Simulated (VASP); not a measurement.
Write the native input for VASP 6.6.1 that does the following.

- Task: density of states
- Functional: PBE
- Potentials or basis: VASP PAW PBE potentials, release 64 (Mo_sv)
- Cutoff: 520 eV
- k mesh: 12 × 12 × 12
- Occupations: gaussian, width 0.1 eV
- Spin: no spin polarisation
- k mesh for the DOS: 18 × 18 × 18
- Occupations for the DOS: tetrahedron
- Further INCAR settings: ALGO = Normal; EDIFF = 1e-07; NBANDS = 13

Crystal: Mo.

```
Mo
1.0
    -1.58106    1.58106    1.58106
     1.58106   -1.58106    1.58106
     1.58106    1.58106   -1.58106
Mo
1
Direct
  0.00000 0.00000 0.00000
```

These files were run (other wordings do the same):

POSCAR

```
Mo                                      
1.0
   -1.5810582601      1.5810582601      1.5810582601
    1.5810582601     -1.5810582601      1.5810582601
    1.5810582601      1.5810582601     -1.5810582601
  Mo            
     1
Direct
     0.0000000000000000    0.0000000000000000    0.0000000000000000
```

INCAR.step1

```
ALGO = Normal ; EDIFF = 1E-7
ENCUT = 520 ; GGA = PE
ISIF = 2 ; ISMEAR = 0
LASPH = True ; LCHARG = True
LMAXMIX = 4 ; LREAL = False
LWAVE = False ; NBANDS = 13
NELM = 60 ; PREC = Accurate
SIGMA = 0.1
```

KPOINTS.step1

```
k-points
0
Gamma
  12 12 12
```

INCAR.step2

```
ALGO = Normal ; EDIFF = 1E-7
ENCUT = 520 ; GGA = PE
ICHARG = 11 ; ISIF = 2
ISMEAR = -5 ; LASPH = True
LCHARG = False ; LMAXMIX = 4
LORBIT = 11 ; LREAL = False
LWAVE = False ; NBANDS = 13
NEDOS = 2001 ; NELM = 60
PREC = Accurate ; SIGMA = 0.1
```

KPOINTS.step2

```
k-points
0
Gamma
  18 18 18
```

Potentials or basis: VASP PAW PBE potentials, release 64 (Mo_sv).

Launch:

```bash
$ cat potpaw_PBE.64/Mo_sv/POTCAR > POTCAR
$ cp INCAR.step1 INCAR
$ cp KPOINTS.step1 KPOINTS
$ mpirun -np 1 vasp_std > vasp.out
$ cp INCAR.step2 INCAR
$ cp KPOINTS.step2 KPOINTS
$ mpirun -np 1 vasp_std > vasp.out
```

Results of the run:

* Valence electrons inside the program's atomic spheres: Mo 12.47

Run time: 19 s on 1 thread of Intel(R) Xeon(R) Platinum 8559C (Emerald Rapids) (shared host), peak memory 0.16 GiB.
